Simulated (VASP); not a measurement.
A run of VASP 6.6.1:

File INCAR:

```
SYSTEM = InP
  ALGO = Normal
  EDIFF = 1E-6
  EDIFFG = -0.01
  ENCUT = 600
  IBRION = 2
  ISIF = 3
  ISMEAR = 0
  LASPH = .True.
  LCHARG = .False.
  LMIXTAU = .True.
  LREAL = .False.
  LWAVE = .False.
  METAGGA = R2SCAN
  NELM = 80
  NSW = 90
  PREC = Accurate
  SIGMA = 0.03
```

The input KPOINTS:

```
k-points
0
Gamma
  8 8 8
  0 0 0
```

POSCAR

```
InP
1.0
    0.0000000000      2.9305000000      2.9305000000
    2.9305000000      0.0000000000      2.9305000000
    2.9305000000      2.9305000000      0.0000000000
In P
1 1
Direct
    0.0000000000      0.0000000000      0.0000000000
    0.2500000000      0.2500000000      0.2500000000
```

Potentials or basis: VASP PAW PBE potentials, release 64 (In_d, P).

Run with:

```console
$ cat potpaw_PBE.64/In_d/POTCAR potpaw_PBE.64/P/POTCAR > POTCAR
$ mpirun -np 1 vasp_std > vasp.out
```

Hardware: 1 thread of Intel(R) Xeon(R) Platinum 8375C CPU @ 2.90GHz (Ice Lake), with other jobs on the host.

Problem. How long does it take, and how much memory?

Solution. It took 6 min on 1 thread of Intel(R) Xeon(R) Platinum 8375C CPU @ 2.90GHz (Ice Lake) (shared host), peak memory 0.24 GiB. Counts: scf iterations 39, k points 29, ion steps 3.
